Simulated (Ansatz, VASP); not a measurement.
# One calculation of Si2Mo, two programs

```
Mo Si
1.0
     4.58547    0.00000    0.00000
    -2.29274    3.97113    0.00000
     0.00000    0.00000    6.57976
Mo Si
3 6
Direct
  0.50000 0.50000 0.83333
  0.00000 0.50000 0.16667
  0.50000 0.00000 0.50000
  0.16387 0.32775 0.50000
  0.67225 0.83613 0.16667
  0.83613 0.16387 0.83333
  0.83613 0.67225 0.50000
  0.32775 0.16387 0.16667
  0.16387 0.83613 0.83333
```

Measurements of this composition are mostly on another form, of space group No. 139.

Alike in both runs: task single point; functional PBEsol; k mesh 7 × 7 × 4; occupations fermi-dirac, width 0.05 eV; no spin polarisation.

|  | VASP | Ansatz |
| --- | --- | --- |
| version | VASP 6.6.1 | Ansatz 0.2.0 |
| potentials or method | VASP PAW PBE potentials, release 64 (Mo_sv, Si) | Ansatz PAW |
| plane-wave cutoff (eV) | 520 | 420 |
| valence electrons in the cell | 66 | 66 |

```tsv
	VASP	Ansatz	Ansatz less VASP
gap on the k mesh at the Fermi level (eV)	0.26	0.26	+0.003
least direct gap on the mesh (eV)	0.62	0.62	0.000
pressure (GPa)	-1.1	-1.5	-0.38
largest component of the traceless stress (GPa)	0.04	0.07	+0.024
rms of the force components (eV/Å)	0.018	0.019	+0.0012
```

Atom by atom the forces differ by 0.001 eV/Å (rms over components). The functional is the same, so the differences come from potentials, cutoffs and numerics.

Caveats: the PAW data sets were made with another functional, which shifts forces and pressure a little (VASP); an odd mesh through Γ misses points on the zone boundary, where band edges often lie (VASP); odd divisions of the mesh miss points on the zone boundary, where band edges often lie, so the gap on the mesh can be too wide (Ansatz); the PAW data sets come from PBE, with cores solved anew for the run's functional, which leaves a small shift of forces and pressure (Ansatz). A hybrid or GW would open this gap; PBEsol tends to underestimate it.
